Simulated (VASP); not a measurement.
# BaS (Fm-3m) in VASP: a series of runs

The runs below take BaS through single point, relaxation of cell and atoms, with revPBE+D3(BJ), revPBE+D4, PBEsol+D4, RPBE+D3(BJ).

All numbers are computed with VASP 6.6.1; they aren't measurements. Logs are shortened: lines on timing, memory, paths and dates and some standing lists are left out, and cuts for length are marked.

**The experiment to reproduce.**

A printed reference work, monograph, original work of 1988 reports, for a bulk crystal of BaS at 2 K: band gap 3.806 eV (indirect).

The runs below are set against these values where they give the same quantity.

## Step 1: The cell of the first run

It takes space group Fm-3m (No. 225, cubic). The conventional cell has a = 6.359 Å, b = 6.359 Å, c = 6.359 Å, α = 90.00°, β = 90.00°, γ = 90.00°. Within 4.2 Å of Ba (site symmetry m-3m) lie 6 S at 3.18 Å. S (site symmetry m-3m) has 6 Ba at 3.18 Å within 4.2 Å.

## Step 2: Single point, revPBE+D3(BJ)

Input file INCAR:

```
PREC     = Accurate       # precision mode
ENCUT    = 520            # plane-wave cutoff, eV
EDIFF    = 1E-6           # SCF threshold, eV
ISMEAR   = -1             # smearing method
SIGMA    = 0.05           # smearing width, eV
LREAL    = False          # projectors in reciprocal space
LASPH    = True           # aspherical terms in the spheres
NELM     = 80             # most SCF steps
ALGO     = Normal         # electronic algorithm
ISIF     = 2              # what is computed and relaxed
LWAVE    = False          # write WAVECAR
LCHARG   = False          # write CHGCAR
GGA      = RE             # functional
IVDW     = 12             # dispersion correction
NBANDS   = 15             # bands
```

Input file KPOINTS:

```
regular mesh
0
Gamma
  7 7 7
```

Input file POSCAR:

```
BaS
1.0
    0.0000000000      3.1795147026      3.1795147026
    3.1795147026      0.0000000000      3.1795147026
    3.1795147026      3.1795147026      0.0000000000
Ba S
1 1
Direct
    0.0000000000      0.0000000000      0.0000000000
    0.5000000000      0.5000000000      0.5000000000
```

Potentials or basis: VASP PAW PBE potentials, release 64 (Ba_sv, S).

Launch:

```bash
$ cat potpaw_PBE.64/Ba_sv/POTCAR potpaw_PBE.64/S/POTCAR > POTCAR
$ mpirun -np 1 vasp_std > vasp.out
```

OUTCAR:

```text
PREC = Accurate
   ENCUT = 520
   EDIFF = 1E-6
   ISMEAR = -1
   LREAL = False
   LASPH = True
   NELM = 80
   ISIF = 2
   GGA = RE
   IVDW = 12
 IVDW          = 12

 ion  position               nearest neighbor table
   1  0.000  0.000  0.000-   2 3.18   2 3.18   2 3.18   2 3.18   2 3.18   2 3.18
   2  0.500  0.500  0.500-   1 3.18   1 3.18   1 3.18   1 3.18   1 3.18   1 3.18

  LATTYP: Found a face centered cubic cell.
 ALAT       =     6.3590294052

  Lattice vectors:

 A1 = (   0.0000000000,   3.1795147026,   3.1795147026)
 A2 = (   3.1795147026,   0.0000000000,   3.1795147026)
 A3 = (   3.1795147026,   3.1795147026,   0.0000000000)

Analysis of symmetry for initial positions (statically):
=====================================================================
 Subroutine PRICEL returns:
 Original cell was already a primitive cell.

 Routine SETGRP: Setting up the symmetry group for a
 face centered cubic supercell.

 Subroutine GETGRP returns: Found 48 space group operations
 (whereof 48 operations were pure point group operations)
 out of a pool of 48 trial point group operations.

The static configuration has the point symmetry O_h .

Analysis of symmetry for dynamics (positions and initial velocities):
=====================================================================
 Subroutine PRICEL returns:
 Original cell was already a primitive cell.

 Routine SETGRP: Setting up the symmetry group for a
 face centered cubic supercell.

 Subroutine GETGRP returns: Found 48 space group operations
 (whereof 48 operations were pure point group operations)
 out of a pool of 48 trial point group operations.

The dynamic configuration has the point symmetry O_h .

 Subroutine INISYM returns: Found 48 space group operations
 (whereof 48 operations are pure point group operations),
 and found     1 'primitive' translations

----------------------------------------------------------------------------------------

                                     Primitive cell

  volume of cell :      64.2854

  direct lattice vectors                    reciprocal lattice vectors
     0.000000000  3.179514703  3.179514703    -0.157256703  0.157256703  0.157256703
     3.179514703  0.000000000  3.179514703     0.157256703 -0.157256703  0.157256703
     3.179514703  3.179514703  0.000000000     0.157256703  0.157256703 -0.157256703

  length of vectors
[... 78 lines left out ...]
   LREAL  =      F    real-space projection
[... 7 lines left out ...]
   TEBEG  =    0.0;   TEEND  =   0.0 temperature during run
   PSTRESS=    0.0 pullay stress
   NELECT =      16.0000    total number of electrons
   NUPDOWN=      -1.0000    fix difference up-down
   EMIN   =  10.00;   EMAX   =-10.00  energy-range for DOS
   EFERMI =   0.00;   METHOD = LEGACY
   ISMEAR =    -1;   SIGMA  =   0.05  broadening in eV -4-tet -1-fermi 0-gaus
   EFERMI_NEDOS =   21; number of points for ismear=-14 and -15
   IALGO  =     38    algorithm
   IMIX   =      4    mixing-type and parameters
     AMIX     =   0.40;   BMIX     =  1.00
     AMIX_MAG =   1.60;   BMIX_MAG =  1.00
  volume/ion in A,a.u.               =      32.14       216.91
  Fermi-wavevector in a.u.,A,eV,Ry     =   1.029779  1.946000 14.428224  1.060445
  Thomas-Fermi vector in A             =   2.163844
   LORBIT       =      0    0 simple, 1 ext, 2 COOP (PROOUT), +10 PAW based schemes
   GGA     = RE    functional components
   LHFCALC =     F    Hartree Fock is set to
   AEXX    =    0.0000 exact exchange contribution
   IVDW    =    12    specifies the selected vdW correction
   LEPSILON=     F    determine dielectric tensor
   LRPA    =     F    only Hartree local field effects (RPA)
 non-spin polarized calculation
  energy-cutoff  :      520.00
  volume of cell :       64.29
 maximum number of plane-waves:      1759
 NGX is ok and might be reduce to    36
   NGX = 17   NGY = 17   NGZ = 17

 number of electron      16.0000000 magnetization

 Free energy of the ion-electron system (eV)
  ---------------------------------------------------
  ext. energy  EPLUGINS =         0.00000000
  ---------------------------------------------------
  free energy    TOTEN  =        -9.66032241 eV

  energy without entropy =       -9.66032241  energy(sigma->0) =       -9.66032241

 E-fermi :   2.6401     XC(G=0):  -8.5242

 val. band max:        1.6086509705   @ k =   0.0000   0.0000   0.0000
 cond. band min:       3.8586689286   @ k =   0.4286   0.4286   0.0000
 fundamental gap:      2.2500179581
 Fermi energy:         2.6400832436

 k-point     1 :       0.0000    0.0000    0.0000
  band No.  band energies     occupation
      1     -24.4531      2.00000
      2      -9.5167      2.00000
      3      -9.5167      2.00000
      4      -9.5167      2.00000
      5      -8.7602      2.00000
      6       1.6087      2.00000
      7       1.6087      2.00000
      8       1.6087      2.00000
      9       5.4449      0.00000
     10       5.5516      0.00000
     11       5.5516      0.00000
     12       5.5516      0.00000
     13       6.4452      0.00000
     14       6.4452      0.00000
[... 329 lines left out ...]
      2     -10.1766      2.00000
      3      -9.8866      2.00000
      4      -9.7370      2.00000
      5      -8.0703      2.00000
      6       0.4653      2.00000
      7       1.0301      2.00000
      8       1.1108      2.00000
      9       5.6384      0.00000
     10       6.5602      0.00000
     11       8.1288      0.00000
     12       8.7943      0.00000
     13       8.9394      0.00000
     14      10.9600      0.00000
     15      11.9699      0.00000

------------------------ aborting loop because EDIFF is reached ----------------------------------------

 Edisp (eV)   -0.98900

 E8    (eV) :    -0.7197

  FORCE on cell =-STRESS in cart. coord.  units (eV):
  Direction    XX          YY          ZZ          XY          YZ          ZX
  --------------------------------------------------------------------------------------
  -------------------------------------------------------------------------------------
  Total       0.24885     0.24885     0.24885     0.00000     0.00000    -0.00000
  in kB       6.20202     6.20202     6.20202     0.00000     0.00000    -0.00000
  external pressure =        6.20 kB  Pullay stress =        0.00 kB

 VOLUME and BASIS-vectors are now :
 -----------------------------------------------------------------------------
  energy-cutoff  :      520.00
  volume of cell :       64.29
      direct lattice vectors                 reciprocal lattice vectors
     0.000000000  3.179514703  3.179514703    -0.157256703  0.157256703  0.157256703
     3.179514703  0.000000000  3.179514703     0.157256703 -0.157256703  0.157256703
     3.179514703  3.179514703  0.000000000     0.157256703  0.157256703 -0.157256703

 POSITION                                       TOTAL-FORCE (eV/Angst)
 -----------------------------------------------------------------------------------
      0.00000      0.00000      0.00000        -0.000000      0.000000     -0.000000
      3.17951      3.17951      3.17951         0.000000     -0.000000      0.000000
 -----------------------------------------------------------------------------------
    total drift:                                0.000000      0.000000      0.000000

  FREE ENERGIE OF THE ION-ELECTRON SYSTEM (eV)
  ---------------------------------------------------
  free  energy   TOTEN  =       -10.6493204001 eV

  energy  without entropy=      -10.6493204000  energy(sigma->0) =      -10.64932040
```

OSZICAR:

```text
N       E                     dE             d eps       ncg     rms          rms(c)
DAV:   1     0.834026056482E+02    0.83403E+02   -0.69694E+03   600   0.937E+02
DAV:   2    -0.535951304096E+01   -0.88762E+02   -0.80388E+02   871   0.169E+02
DAV:   3    -0.100152713386E+02   -0.46558E+01   -0.46255E+01   807   0.399E+01
DAV:   4    -0.101001020569E+02   -0.84831E-01   -0.84813E-01   779   0.559E+00
DAV:   5    -0.101022747850E+02   -0.21727E-02   -0.21727E-02   792   0.694E-01    0.522E+00
DAV:   6    -0.962070831427E+01    0.48157E+00   -0.66002E-01   691   0.494E+00    0.359E+00
DAV:   7    -0.963358580018E+01   -0.12877E-01   -0.21133E-01   756   0.262E+00    0.237E+00
DAV:   8    -0.965663779415E+01   -0.23052E-01   -0.30652E-02   670   0.133E+00    0.242E-01
DAV:   9    -0.965853929237E+01   -0.19015E-02   -0.39284E-03   782   0.482E-01    0.151E-01
DAV:  10    -0.966011977482E+01   -0.15805E-02   -0.20524E-03   642   0.303E-01    0.380E-02
DAV:  11    -0.966031341618E+01   -0.19364E-03   -0.31195E-04   712   0.109E-01    0.135E-02
DAV:  12    -0.966032238462E+01   -0.89684E-05   -0.23671E-05   719   0.310E-02    0.413E-03
DAV:  13    -0.966032240795E+01   -0.23330E-07   -0.67667E-07   645   0.589E-03
   1 F= -.10649320E+02 E0= -.10649320E+02  d E =-.483822E-10
```

Wall time 15 s (1 thread of Intel Xeon 6975P-C, shared host); peak memory 0.21 GiB.

What came out:

```yaml
Free_energy: -10.6493 eV
Pressure: 0.6 GPa
Band_gap_on_the_k_mesh: 2.25 eV, indirect (least direct gap 2.39 eV)
Dispersion_energy_per_atom: -0.494 eV
```

Caveat: the PAW data sets were made with another functional, which shifts forces and pressure a little; spin-orbit coupling is left out, which moves the levels of the heavy elements.

## Step 3: Single point, revPBE+D4

This run uses another cell than the first one, of 32.72 Å³/atom, 1.018 times its volume.

Input file INCAR:

```
PREC = Accurate
ENCUT = 520
EDIFF = 1E-6
ISMEAR = -1
SIGMA = 0.05
LREAL = False
LASPH = True
NELM = 60
ALGO = Normal
ISIF = 2
LWAVE = False
LCHARG = False
GGA = RE
IVDW = 13
NBANDS = 15
```

Input file KPOINTS:

```
Automatic mesh
0
Gamma
  7 7 7
```

Input file POSCAR:

```
BaS
1.0
    0.0000000000      3.1984377814      3.1984377814
    3.1984377814      0.0000000000      3.1984377814
    3.1984377814      3.1984377814      0.0000000000
Ba S
1 1
Direct
    0.0000000000      0.0000000000      0.0000000000
    0.5000000000      0.5000000000      0.5000000000
```

Potentials or basis: VASP PAW PBE potentials, release 64 (Ba_sv, S).

Launch:

```bash
$ cat potpaw_PBE.64/Ba_sv/POTCAR potpaw_PBE.64/S/POTCAR > POTCAR
$ mpirun -np 1 vasp_std > vasp.out
```

Run time: 13 s. Hardware: 1 thread of Intel Xeon 6975P-C, shared host; peak memory 0.21 GiB.

The run converged. Its results:

```
Free energy                : -10.3376 eV
Pressure                   : 0.5 GPa
Band gap on the k mesh     : 2.28 eV, indirect (least direct gap 2.43 eV)
Dispersion energy per atom : -0.328 eV
```

Levels at points of the mesh, in eV from the valence-band top:
```
           k point  band 6  band 7  band 8  band 9  band 10  band 11
(0.00, 0.00, 0.00)    0.00    0.00    0.00    3.75     3.94     3.94
```

Caveat: the PAW data sets were made with another functional, which shifts forces and pressure a little; spin-orbit coupling is left out, which moves the levels of the heavy elements.

## Step 4: Relaxation of cell and atoms, PBEsol+D4

This run uses another cell than the first one, of 32.58 Å³/atom, 1.013 times its volume.

Input file INCAR:

```
PREC = Accurate
ENCUT = 600
EDIFF = 1E-7
ISMEAR = -1
SIGMA = 0.05
LREAL = False
LASPH = True
NELM = 100
ALGO = Normal
ISIF = 3
LWAVE = False
LCHARG = False
GGA = PS
IVDW = 13
IBRION = 2
NSW = 60
EDIFFG = -0.01
```

Input file KPOINTS:

```
regular mesh
0
Gamma
  7 7 7
```

Input file POSCAR:

```
BaS
1.0
    0.0000000000      3.1937500000      3.1937500000
    3.1937500000      0.0000000000      3.1937500000
    3.1937500000      3.1937500000      0.0000000000
Ba S
1 1
Direct
    0.0000000000      0.0000000000      0.0000000000
    0.5000000000      0.5000000000      0.5000000000
```

Launch:

```bash
$ cat potpaw_PBE.64/Ba_sv/POTCAR potpaw_PBE.64/S/POTCAR > POTCAR
$ mpirun -np 1 vasp_std > vasp.out
```

Run time: 34 s. Hardware: 1 thread of Intel Xeon 6975P-C, shared host; peak memory 0.21 GiB.

Results (log left out):

| Property | Result |
| --- | --- |
| Free energy | -11.0093 eV |
| Relaxed volume | 31.68 Å³/atom |
| Relaxed cell | a = 4.475 Å, b = 4.475 Å, c = 4.475 Å, α = 60.00°, β = 60.00°, γ = 60.00° |
| Space group after relaxing (to 0.05 Å) | Fm-3m (No. 225) |
| Energy gained by relaxing | 3.6 meV/atom |
| Ionic steps | 3 |
| Pressure after relaxing | 0.0 GPa |
| Band gap on the k mesh | 1.99 eV, indirect (least direct gap 2.13 eV) |
| Dispersion energy per atom | -0.146 eV |

The path:
```
step  energy change (eV)  largest force (eV/Å)  pressure (GPa)  volume (Å³)
   1              0.0000                0.0000           -1.26        65.15
   2             -0.0064                0.0000            0.46        62.77
   3             -0.0073                0.0000            0.00        63.35
```

Final structure:
```yaml
crystal:
  lattice:
    - [0.00000, 3.16405, 3.16405]
    - [3.16405, 0.00000, 3.16405]
    - [3.16405, 3.16405, 0.00000]
  atoms:
    - { symbol: Ba, position: [0.00000, 0.00000, 0.00000] }
    - { symbol: S, position: [0.50000, 0.50000, 0.50000] }
```

Levels at points of the mesh, in eV from the valence-band top:
| k point | band 4 | band 5 | band 6 | band 7 | band 8 | band 9 | band 10 | band 11 | band 12 |
| --- | --- | --- | --- | --- | --- | --- | --- | --- | --- |
| (0.00, 0.00, 0.00) | -10.99 | -10.40 | 0.00 | 0.00 | 0.00 | 3.54 | 3.78 | 3.78 | 3.78 |

Caveat: the PAW data sets were made with another functional, which shifts forces and pressure a little; spin-orbit coupling is left out, which moves the levels of the heavy elements. A k mesh can miss the band edges.

## Step 5: Relaxation of cell and atoms, RPBE+D3(BJ)

This run uses another cell than the first one, of 32.58 Å³/atom, 1.013 times its volume.

Input file INCAR:

```
SYSTEM = BaS
ALGO = Normal ; EDIFF = 1E-6
EDIFFG = -0.01 ; ENCUT = 600
GGA = RP ; IBRION = 2
ISIF = 3 ; ISMEAR = -1
IVDW = 12 ; LASPH = .TRUE.
LCHARG = .FALSE. ; LREAL = .FALSE.
LWAVE = .FALSE. ; NELM = 60
NSW = 60 ; PREC = Accurate
SIGMA = 0.05
```

Input file KPOINTS:

```
k-points
0
G
  7 7 7
  0 0 0
```

POSCAR is that of step 4.

Launch:

```bash
$ cat potpaw_PBE.64/Ba_sv/POTCAR potpaw_PBE.64/S/POTCAR > POTCAR
$ mpirun -np 1 vasp_std > vasp.out
```

Run time: 79 s. Hardware: 1 thread of Intel Xeon 6975P-C, shared host; peak memory 0.23 GiB.

It converged, with:

```
Free energy                            : -13.4463 eV
Relaxed volume                         : 26.41 Å³/atom
Relaxed cell                           : a = 4.212 Å, b = 4.212 Å, c = 4.212 Å, α = 60.00°, β = 60.00°, γ = 60.00°
Space group after relaxing (to 0.05 Å) : Fm-3m (No. 225)
Energy gained by relaxing              : 239.4 meV/atom
Ionic steps                            : 6
Pressure after relaxing                : 0.0 GPa
Band gap on the k mesh                 : 1.79 eV, direct
Dispersion energy per atom             : -2.293 eV
```

The path:
```
step  energy change (eV)  largest force (eV/Å)  pressure (GPa)  volume (Å³)
   1              0.0000                0.0000          -10.17        65.15
   2             -0.3194                0.0000           10.65        47.54
   3             -0.4787                0.0000           -0.14        52.91
   4             -0.4786                0.0000            0.21        52.68
   5             -0.4787                0.0000           -0.16        52.93
   6             -0.4787                0.0000            0.00        52.83
```

Final structure:
```xyz
2
Lattice="0.0000 2.9781 2.9781 2.9781 0.0000 2.9781 2.9781 2.9781 0.0000" Properties=species:S:1:pos:R:3 pbc="T T T"
Ba    0.0000    0.0000    0.0000
S     2.9781    2.9781    2.9781
```

Levels at points of the mesh, in eV from the valence-band top:
```csv
k point,band 6,band 7,band 8,band 9,band 10,band 11
"(0.00, 0.00, 0.00)",-0.02,-0.02,-0.02,3.84,3.84,3.84
```

Caveat: the volume moved by over 15 % at a fixed basis, so the end points are rough; the PAW data sets were made with another functional, which shifts forces and pressure a little; spin-orbit coupling is left out, which moves the levels of the heavy elements; the volume moved by -19 % from the deposited cell, more than functionals usually miss.

## Step 6: Overview

| task | level | cell | cutoff (eV) | gap on the mesh (eV) | pressure (GPa) | relaxed volume (Å³/atom) |
| --- | --- | --- | --- | --- | --- | --- |
| single point | revPBE+D3(BJ) | a = 4.497 Å, angles 60.0°, 2 atoms | 520 | 2.25 | 0.6 | - |
| single point | revPBE+D4 | a = 4.523 Å, angles 60.0°, 2 atoms | 520 | 2.28 | 0.5 | - |
| relaxation of cell and atoms | PBEsol+D4 | relaxed from a = 4.517 Å, angles 60.0°, 2 atoms | 600 | 1.99 | 0.0 | 31.68 |
| relaxation of cell and atoms | RPBE+D3(BJ) | relaxed from a = 4.517 Å, angles 60.0°, 2 atoms | 600 | 1.79 | 0.0 | 26.41 |

Alike in all rows: potentials or basis VASP PAW PBE potentials, release 64 (Ba_sv, S); no spin polarisation; k mesh 7 × 7 × 7; smearing fermi-dirac 0.05 eV.

Caveats: the PAW data sets were made with another functional, which shifts forces and pressure a little; spin-orbit coupling is left out, which moves the levels of the heavy elements; the volume moved by over 15 % at a fixed basis, so the end points are rough (some runs); the volume moved by -19 % from the deposited cell, more than functionals usually miss (some runs).

Total energies depend on the potentials used, so only differences within one code and one set of settings carry meaning.

## Step 7: Against experiment

Step 2. A measured gap of BaS is 3.806 eV (indirect; 2 K; a printed reference work, monograph, original work of 1988); the calculated 2.25 eV misses it by -1.56 eV. Spin-orbit coupling on Ba is left out. The value is that of revPBE+D3(BJ) on a finite k mesh, which can miss the band edges, without temperature or zero-point motion. Semilocal functionals fall short of measured gaps as a rule.

Step 3. Against the measured gap of BaS, 3.806 eV (indirect; 2 K; a printed reference work, monograph, original work of 1988), the calculated 2.28 eV is off by -1.53 eV. Spin-orbit coupling on Ba is left out. The value is that of revPBE+D4 on a finite k mesh, which can miss the band edges, without temperature or zero-point motion. Semilocal functionals fall short of measured gaps as a rule.
